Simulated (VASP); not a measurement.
A run of VASP 6.6.1 is set up as follows.

The input INCAR:

```
PREC = Accurate
ENCUT = 600
EDIFF = 1E-6
ISMEAR = 1
SIGMA = 0.1
LREAL = F
LASPH = T
NELM = 150
ALGO = Normal
ISIF = 3
LWAVE = F
LCHARG = F
ISPIN = 2
MAGMOM = 5 -5 -5 5 0 0 0 0 0 0
LORBIT = 11
LMAXMIX = 4
GGA = PE
IBRION = 2
NSW = 90
EDIFFG = -0.01
AMIX = 0.2
BMIX = 1E-4
AMIX_MAG = 0.8
BMIX_MAG = 1E-4
KPAR = 4
```

File KPOINTS:

```
regular mesh
0
Gamma
  9 9 9
```

POSCAR

```
Fe2O3
1.0
    2.5190000000      1.4543453300      4.5906666700
   -2.5190000000      1.4543453300      4.5906666700
    0.0000000000     -2.9086906600      4.5906666700
Fe O
4 6
Direct
    0.3553000000      0.3553000000      0.3553000000
    0.1447000000      0.1447000000      0.1447000000
    0.6447000000      0.6447000000      0.6447000000
    0.8553000000      0.8553000000      0.8553000000
    0.5559000000      0.9441000000      0.2500000000
    0.2500000000      0.5559000000      0.9441000000
    0.9441000000      0.2500000000      0.5559000000
    0.4441000000      0.0559000000      0.7500000000
    0.7500000000      0.4441000000      0.0559000000
    0.0559000000      0.7500000000      0.4441000000
```

Potentials or basis: VASP PAW PBE potentials, release 64 (Fe, O).

Command:

```bash
$ cat potpaw_PBE.64/Fe/POTCAR potpaw_PBE.64/O/POTCAR > POTCAR
$ mpirun -np 4 vasp_std > vasp.out
```

Q: Predict the site moments.

A: Fe +3.57, -3.57; O +0.00 μB.

Q: What does it give for the band gap on the k mesh?

A: 0.29 eV, indirect (least direct gap 0.39 eV).

Q: What does it give for the net moment?

A: 0.00 μB per cell.

Q: Estimate the relaxed cell.

A: a = 5.460 Å, b = 5.460 Å, c = 5.460 Å, α = 54.96°, β = 54.96°, γ = 54.96°.

Final structure:
```xyz
10
Lattice="2.5196 1.4547 4.6205 -2.5196 1.4547 4.6205 0.0000 -2.9093 4.6205" Properties=species:S:1:pos:R:3 pbc="T T T"
Fe    0.0000    0.0000    4.9663
Fe    0.0000    0.0000    1.9645
Fe    0.0000    0.0000    8.8953
Fe    0.0000    0.0000   11.8971
O    -0.9454    1.4547    8.0859
O    -0.7871   -1.5461    8.0859
O     1.7325    0.0914    8.0859
O     0.9454   -1.4547    5.7757
O     0.7871    1.5461    5.7757
O    -1.7325   -0.0914    5.7757
```

Caveat: an odd mesh through Γ misses points on the zone boundary, where band edges often lie. PBE usually gives volumes a little too large and moduli too small.
